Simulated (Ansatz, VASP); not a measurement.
## One calculation of Tl, two programs

INCAR

```
PREC = Accurate
ENCUT = 600
EDIFF = 1E-6
ISMEAR = -1
SIGMA = 0.05
LREAL = False
LASPH = True
NELM = 100
ALGO = Normal
ISIF = 3
LWAVE = False
LCHARG = False
GGA = PE
IBRION = 2
NSW = 45
EDIFFG = -0.005
```

File KPOINTS:

```
Automatic mesh
0
Gamma
  15 15 15
```

File POSCAR:

```
Tl
1.0
   -1.9893391070      1.9893391070      1.9893391070
    1.9893391070     -1.9893391070      1.9893391070
    1.9893391070      1.9893391070     -1.9893391070
Tl
1
Direct
    0.0000000000      0.0000000000      0.0000000000
```

Input for Ansatz:

```yaml
crystal:
  lattice:
    - [-1.989339107, 1.989339107, 1.989339107]
    - [1.989339107, -1.989339107, 1.989339107]
    - [1.989339107, 1.989339107, -1.989339107]
  atoms:
    - { symbol: Tl, position: [0.0, 0.0, 0.0] }
kpoints:
  mp_grid: { grid: [15, 15, 15] }
scf:
  occupations: { method: fermi_dirac, width: 0.05 }
hamiltonian:
  xc: pbe
  pseudopotentials: { kind: all_electron, lapw: { basis_error: 0.0005 } }
output:
  forces: true
  stress: true
  eigenvalues: true
  populations: true
relax:
  f_tol: 0.005
  max_steps: 25
  cell: {}
```

Alike in both runs: task relaxation of cell and atoms; functional PBE; k mesh 15 × 15 × 15; occupations fermi-dirac, width 0.05 eV; no spin polarisation.

```csv
,VASP,Ansatz
version,VASP 6.6.1,Ansatz 0.2.0
potentials or method,"VASP PAW PBE potentials, release 64 (Tl_d)","all-electron LAPW, scalar-relativistic"
plane-wave cutoff (eV),600,see its input
```

|  | VASP | Ansatz | Ansatz less VASP |
| --- | --- | --- | --- |
| relaxed volume (Å³/atom) | 31.42 | 31.49 | +0.075 |
| relaxed cell length with the largest relative difference (Å) | 3.443 | 3.446 | +0.0028 |

Ansatz ran all-electron here, so the differences hold the error of VASP's frozen core and of both bases.

The runs have no spin-orbit coupling, so splittings on Tl are missing.
